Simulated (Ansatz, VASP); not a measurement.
# Al2O3 (Corundum): VASP beside Ansatz

Contents of INCAR:

```
PREC = Accurate
ENCUT = 580
EDIFF = 1E-7
ISMEAR = -1
SIGMA = 0.05
LREAL = F
LASPH = T
NELM = 80
ALGO = Normal
ISIF = 3
LWAVE = F
LCHARG = F
GGA = PE
IBRION = 2
NSW = 40
EDIFFG = -0.02
```

The input KPOINTS:

```
regular mesh
0
Gamma
  7 7 7
```

The input POSCAR:

```
Al2O3
1.0
    2.3802500000      1.3742379782      4.3318666667
   -2.3802500000      1.3742379782      4.3318666667
    0.0000000000     -2.7484759565      4.3318666667
Al O
4 6
Direct
    0.8521600000      0.8521600000      0.8521600000
    0.6478400000      0.6478400000      0.6478400000
    0.1478400000      0.1478400000      0.1478400000
    0.3521600000      0.3521600000      0.3521600000
    0.0566800000      0.7500000000      0.4433200000
    0.7500000000      0.4433200000      0.0566800000
    0.4433200000      0.0566800000      0.7500000000
    0.9433200000      0.2500000000      0.5566800000
    0.2500000000      0.5566800000      0.9433200000
    0.5566800000      0.9433200000      0.2500000000
```

input.yaml

```yaml
crystal:
  lattice:
    - [2.38025, 1.3742379782, 4.3318666667]
    - [-2.38025, 1.3742379782, 4.3318666667]
    - [0.0, -2.7484759565, 4.3318666667]
  atoms:
    - { symbol: Al, position: [0.85216, 0.85216, 0.85216] }
    - { symbol: Al, position: [0.64784, 0.64784, 0.64784] }
    - { symbol: Al, position: [0.14784, 0.14784, 0.14784] }
    - { symbol: Al, position: [0.35216, 0.35216, 0.35216] }
    - { symbol: O, position: [0.05668, 0.75, 0.44332] }
    - { symbol: O, position: [0.75, 0.44332, 0.05668] }
    - { symbol: O, position: [0.44332, 0.05668, 0.75] }
    - { symbol: O, position: [0.94332, 0.25, 0.55668] }
    - { symbol: O, position: [0.25, 0.55668, 0.94332] }
    - { symbol: O, position: [0.55668, 0.94332, 0.25] }
hamiltonian:
  xc: pbe
  pseudopotentials: { kind: paw }
kpoints:
  mp_grid: { grid: [7, 7, 7] }
scf:
  occupations: { method: fermi_dirac, width: 0.05 }
output:
  forces: true
  stress: true
relax:
  f_tol: 0.01
  max_steps: 40
  cell: { stress_tol: 0.05 }
```

Alike in both runs: task relaxation of cell and atoms; functional PBE; k mesh 7 × 7 × 7; occupations fermi-dirac, width 0.05 eV; no spin polarisation.

|  | VASP | Ansatz |
| --- | --- | --- |
| version | VASP 6.6.1 | Ansatz 0.2.0 |
| potentials or method | VASP PAW PBE potentials, release 54 (Al, O) | Ansatz PAW |
| plane-wave cutoff (eV) | 580 | 420 |
| valence electrons in the cell | 48 | 48 |

```csv
,VASP,Ansatz,Ansatz less VASP
relaxed volume (Å³/atom),8.74,8.76,+0.017
relaxed cell length with the largest relative difference (Å),5.178,5.181,+0.0032
energy change over the relaxation (meV/atom),-5,-6,-0.6
```

Caveats: the plane-wave basis is chosen anew once the cell has moved, so the energies of steps on either side of that aren't comparable (Ansatz); the pressure holds a Pulay correction of +0.9 GPa for the finite cutoff (Ansatz). A k mesh can miss the band edges. PBE usually gives volumes a little too large and moduli too small.
